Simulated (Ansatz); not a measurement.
# AgCl: stiffness from a series of strains

```yaml
crystal:
  lattice:
    - [3.43397, 0.00000, 0.00000]
    - [0.00000, 3.43397, 0.00000]
    - [0.00000, 0.00000, 3.43397]
  atoms:
    - { symbol: Ag, position: [0.00000, 0.00000, 0.00000] }
    - { symbol: Cl, position: [0.50000, 0.50000, 0.50000] }
```

Atom numbers follow the list: Ag1, Cl2.

Structure from Materials Project entry mp-726265 (possibly hypothetical), not relaxed further.

All numbers below come from DFT, PBEsol, all-electron LAPW, scalar-relativistic in Ansatz 0.2.0.

Sampling and basis: a Γ-centred 9×9×9 k mesh, Fermi–Dirac smearing of 0.01 eV, basis error target 1 meV/atom, no spin polarisation.

The strain is applied along the Cartesian axes of the cell as listed (the other components stay zero). Fractional coordinates are held (clamped ions).

σ is the change of stress from the unstrained cell, which is at -4.59 GPa; tension is positive, so slopes are stress–strain coefficients at that pressure.

Only quantities that a quadratic follows smoothly over the whole series are listed; rougher ones are left out.

| εzz | σzz (GPa) | σxx (GPa) |
| --- | --- | --- |
| -0.0300 | -2.31 | -0.77 |
| -0.0200 | -1.48 | -0.49 |
| -0.0100 | -0.71 | -0.24 |
| 0.0000 | 0.00 | 0.00 |
| 0.0200 | 1.29 | 0.41 |
| 0.0300 | 1.87 | 0.59 |

(1) Fit the series and read off the stiffness at zero strain.

(2) One run, at εzz = 0.0100, is withheld. Predict its row.

Results:

(1) Least-squares fits y = p0 + p1 x + p2 x² to the rows give σzz (GPa): p1 = 69.5, p2 = -250; σxx (GPa): p1 = 22.6, p2 = -98. So C11 = 70 GPa and C12 = 23 GPa, which gives B = (C11 + 2 C12)/3 = 39 GPa.

(2) The fits give 0.68, 0.21; the run gave 0.67, 0.22.
